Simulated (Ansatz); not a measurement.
# Si: energy along a strain

Si, P6_3/mmc, a = 2.666 Å, c = 4.506 Å (as given, not relaxed at this level: -2.2 GPa). This isn't the element's structure at ambient conditions. Ansatz: PBE+D3(BJ), PAW, 420 eV, Γ-centred 21×21×10 mesh on 2 atoms, Gaussian smearing 0.15 eV; no spin polarisation. Cell vectors (Å): 2.666 0.000 0.000; -1.333 2.308 0.000; 0.000 0.000 4.506. The cell is strained by x per cent times the pattern (1 1 0 0 0 0) in the order xx yy zz yz xz xy (engineering shears), with fractional coordinates held. y is the free energy over the start, V0 = 13.864 Å³/atom. Points with a strain past 8.5 % were computed too (3) and aren't used here.

```
x (%) y (meV/atom)
-7.50        104.93
-5.00         34.13
-2.50             ?
 0.00          0.00
 2.50         20.81
 5.00         58.28
 7.50        106.77
```

Problem. Fit y = c1 x + c2 x² + c3 x³ to the other rows, get the stiffness along the pattern, and predict the missing energy.

Solution. Least squares on the rows shown. y = 4.2037 x + 1.8760 x² − 0.072483 x³. The clamped-ion stiffness p·C·p = 2 × 18.76 eV × 160.2 / 13.864 Å³ = 434 GPa (second derivative at the start, which stands under stress). At x = -2.50 the fit asked for gives 2.35 meV/atom. The run gave 1.85 meV/atom, so the fit is 0.50 meV/atom too high, within the rms miss on the fitted rows (0.51 meV/atom).